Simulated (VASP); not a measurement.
The system is AlN.

```xyz
4
Lattice="3.3121 0.0000 0.0000 -1.6561 2.8684 0.0000 0.0000 0.0000 4.1876" Properties=species:S:1:pos:R:3 pbc="T T T"
Al    0.0000    1.9123    3.1407
Al    1.6561    0.9561    1.0469
N     0.0000    1.9123    1.0469
N     1.6561    0.9561    3.1407
```

Measurements of this composition are mostly on another form, of space group No. 186.

* Program: VASP 6.6.1
* Task: relaxation of cell and atoms
* Functional: LDA
* Potentials or basis: VASP PAW LDA potentials, release 64 (Al, N)
* Cutoff: 600 eV
* k mesh: 9 × 9 × 6
* Occupations: gaussian, width 0.02 eV
* Spin: no spin polarisation

At the start: pressure -8.3 GPa; volume 9.95 Å³/atom.

Task: How do energy, volume and symmetry change on relaxing?

Result: Over 9 steps the energy falls by 10.8 meV/atom and the volume is 9.55 Å³/atom (-4.0 %); space group P6_3/mmc (No. 194, to 0.05 Å).

The path:
```csv
step,energy change (eV),largest force (eV/Å),pressure (GPa),volume (Å³)
1,0.0000,0.0000,-8.28,39.78
2,-0.0066,0.0000,8.66,36.90
3,-0.0414,0.0000,-0.01,38.24
4,-0.0414,0.0000,0.16,38.21
5,-0.0428,0.0000,0.17,38.18
6,-0.0431,0.0000,0.20,38.16
7,-0.0431,0.0000,0.20,38.16
8,-0.0431,0.0000,-0.21,38.23
9,-0.0431,0.0000,0.00,38.19
```

Final structure:
```
Al N
1.0
     3.27900    0.00000    0.00000
    -1.63950    2.83970    0.00000
     0.00000    0.00000    4.10170
Al N
2 2
Cartesian
  0.0000 1.8931 3.0763
  1.6395 0.9466 1.0254
  0.0000 1.8931 1.0254
  1.6395 0.9466 3.0763
```
